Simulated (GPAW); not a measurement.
Runs of GPAW 26.7.0 on NiO. It takes space group Fm-3m (No. 225, cubic). Conventional cell: a = 4.172 Å, b = 4.172 Å, c = 4.172 Å, α = 90.00°, β = 90.00°, γ = 90.00°. Ni (site symmetry m-3m) has 6 O at 2.09 Å as nearest neighbours. O (site symmetry m-3m) is surrounded by 6 Ni at 2.09 Å. 

| task | level | potentials or basis | cell | k mesh | smearing | eigensolver | optimizer | fmax | max steps | convergence | gap on the mesh (eV) | pressure (GPa) | moment (μB) |
| --- | --- | --- | --- | --- | --- | --- | --- | --- | --- | --- | --- | --- | --- |
| relaxation of cell and atoms | BLYP+D3(BJ) | PAW data sets generated in the run's folder for this functional, pw | relaxed | 11 × 11 × 11 | fermi-dirac 0.05 eV | davidson | BFGS | 0.02 eV/Å | 60 | density=1e-05 forces=0.0001 | none | 0.0 | 1.77 |
| single point | PBE | GPAW PAW data sets (gpaw-data 1.2.1), pw | as given | 11 × 11 × 11 | gaussian 0.024 eV | - | - | - | - | - | none | 10.2 | 1.78 |
| single point | PBE | GPAW PAW data sets (gpaw-data 1.2.1), pw | as given | 11 × 11 × 11 | gaussian 0.012 eV | - | - | - | - | - | none | 10.2 | 1.78 |
| band structure | M06-L | GPAW PAW data sets (gpaw-data 1.2.1), pw | as given | 8 × 8 × 8 | fermi-dirac 0.05 eV | - | - | - | - | - | 0.27 | (b) | 2.00 |
| band structure | rSCAN | GPAW PAW data sets (gpaw-data 1.2.1), pw | as given | 8 × 8 × 8 | fermi-dirac 0.05 eV | - | - | - | - | - | (a) | 6.9 | 2.00 |

Alike in all rows: spin collinear, ferromagnetic start; cutoff (eV) 800.

**Question.** Fill in the values left out.

**Answer.** (a) 0.65; (b) 7.9.

Caveats: the stock nickel data set gives pressures a few GPa off other programs; a cell with one magnetic atom can't hold antiferromagnetic order, which such compounds often take; semilocal functionals often make such compounds metallic where correlation or magnetic order opens a gap, which also shifts bond lengths (some runs); the PAW data sets were made with another functional, which shifts forces and pressure a little (some runs); each step starts from the last one's moments, so a moment once lost doesn't come back (some runs); later steps reuse the first step's grids (some runs); pairwise dispersion overbinds metals, which lowers pressure and volume (some runs).

A k mesh can miss the band edges.

A gap of «none» marks a metal or a gap under the smearing width.

Not every run made on this cell is shown here.
